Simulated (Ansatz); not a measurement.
# C under changes of volume

One of the cells (5.672 Å³/atom); the others are scaled copies at fixed shape and fractional positions:

```xyz
8
Lattice="2.5221 0.0000 0.0000 -1.2611 2.1842 0.0000 0.0000 0.0000 8.2371" Properties=species:S:1:pos:R:3 pbc="T T T"
C     1.2611    0.7281    6.9501
C     0.0000    1.4561    2.8315
C     1.2611    0.7281    5.4056
C     0.0000    1.4561    1.2870
C     0.0000    0.0000    7.4649
C     0.0000    0.0000    3.3463
C     0.0000    0.0000    4.8908
C     0.0000    0.0000    0.7722
```

This is a hexagonal form of diamond, not graphite.

```yaml
Program: Ansatz 0.2.0
Functional: BLYP
Potentials_or_basis: Ansatz PAW
Cutoff: "420 eV (not typed: the program's choice for these potentials)"
k_mesh: 12 × 12 × 4
Occupations: fermi-dirac, width 0.05 eV
Spin: no spin polarisation
```

```csv
volume (Å³/atom),energy over the lowest point (meV/atom),pressure (GPa),gap on the mesh (eV),largest force (eV/Å)
5.332,61.08,42.6,4.92,0.383
5.445,35.00,31.3,4.86,0.368
5.559,?,?,?,?
5.672,5.07,11.5,4.75,0.341
5.785,0.00,2.9,4.70,0.329
5.899,0.72,-4.9,4.64,0.317
6.012,6.72,-12.0,4.59,0.305
```

Task: What does the run at 5.559 Å³/atom give?

Result: Energy over the lowest point 16.52 meV/atom; pressure 21.0 GPa; gap on the mesh 4.81 eV; largest force 0.354 eV/Å.

Worked out: A Birch-Murnaghan fit of order 3 (a polynomial in V^(-2/3)) to the other rows has its minimum at 5.83 Å³/atom with B0 = V·E''(V) = 407 GPa and B' = 3.8 at fixed shape and positions, which overstates the stiffness. It gives 16.46 meV/atom at 5.559 Å³/atom, against the run's 16.52, and -dE/dV = 20.9 GPa, against 21.0. A straight line through the other rows of the gap, of slope -2.74 eV per unit of ln V, gives 4.81 eV, against the run's 4.81.

Energies are extrapolated to zero smearing.

Caveats: the PAW data sets come from PBE, with cores solved anew for the run's functional, which leaves a small shift of forces and pressure.

A mesh can miss the band edges.
